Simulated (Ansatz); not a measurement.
## What strain does to Ge (lonsdaleite)

Ge (lonsdaleite), relaxed with r2SCAN in Ansatz 0.2.0. It is hexagonal, P6_3/mmc (No. 194); conventional cell a = 3.998 Å, c = 6.593 Å, 22.81 Å³ an atom. Ge has 4 Ge at 2.45–2.47 Å.

The axes x, y and z are those of this cell:
```
CELL_PARAMETERS angstrom
3.99762 0.00000 0.00000
-1.99881 3.46204 0.00000
0.00000 0.00000 6.59282
ATOMIC_POSITIONS crystal
Ge 0.33333 0.66667 0.00037
Ge 0.66667 0.33333 0.50037
Ge 0.33333 0.66667 0.37463
Ge 0.66667 0.33333 0.87463
```

Unstrained: The HSE06 gap is direct at Γ: 0.380 eV. Meshes: HSE06 6×6×4. Strains are changes of length per length. After each strain the atoms were relaxed again with r2SCAN within the symmetry that the strain leaves, so tilts or polar shifts that break it weren't tested; points keep the names that they have in the unstrained zone. The values are computed, spin-unpolarised, and not measurements.

Changes of the least gap in eV (an overlap counts as a negative gap):
```
                 strain  volume change (%)  space group   HSE06
uniaxial -3.0 % along z               -3.0     P6_3/mmc  -0.252
uniaxial -2.0 % along z               -2.0     P6_3/mmc  -0.163
uniaxial -1.0 % along z               -1.0     P6_3/mmc  -0.079
uniaxial +1.0 % along z               +1.0     P6_3/mmc  +0.075
uniaxial +2.0 % along z               +2.0     P6_3/mmc  -0.008
uniaxial +3.0 % along z               +3.0     P6_3/mmc  -0.173
uniaxial +4.0 % along z               +4.0     P6_3/mmc  -0.349
```

Uniaxial -3.0 % along z, other directions held. HSE06: the gap goes from 0.380 to 0.128 eV (-0.252 eV); so small a gap is at the limit of these settings; with HSE06 the top three valence levels at Γ, grouped 2+1 from the top over 284 meV, become 2+1 over 84 meV.

Uniaxial -2.0 % along z, other directions held. HSE06: the gap goes from 0.380 to 0.217 eV (-0.163 eV); with HSE06 the top three valence levels at Γ, grouped 2+1 from the top over 284 meV, become 2+1 over 153 meV.

Uniaxial -1.0 % along z, other directions held. HSE06: the gap goes from 0.380 to 0.301 eV (-0.079 eV); with HSE06 the top three valence levels at Γ, grouped 2+1 from the top over 284 meV, become 2+1 over 217 meV.

Uniaxial +1.0 % along z, other directions held. HSE06: the gap goes from 0.380 to 0.455 eV (+0.075 eV); with HSE06 the top three valence levels at Γ, grouped 2+1 from the top over 284 meV, become 2+1 over 341 meV.

Uniaxial +2.0 % along z, other directions held. HSE06: the gap goes from 0.380 to 0.372 eV (-0.008 eV); with HSE06 the top three valence levels at Γ, grouped 2+1 from the top over 284 meV, become 2+1 over 408 meV.

Uniaxial +3.0 % along z, other directions held. HSE06: the gap goes from 0.380 to 0.207 eV (-0.173 eV); with HSE06 the top three valence levels at Γ, grouped 2+1 from the top over 284 meV, become 2+1 over 462 meV.

Uniaxial +4.0 % along z, other directions held. HSE06: the gap goes from 0.380 to 0.031 eV (-0.349 eV); so small a gap is at the limit of these settings; with HSE06 the top three valence levels at Γ, grouped 2+1 from the top over 284 meV, become 2+1 over 510 meV.

Spin-orbit coupling is left out.

The meshes of the hybrids are coarse, so their gaps aren't converged to the digits shown.

The splittings at Γ are without spin-orbit coupling, which regroups them where it is of like size or larger.
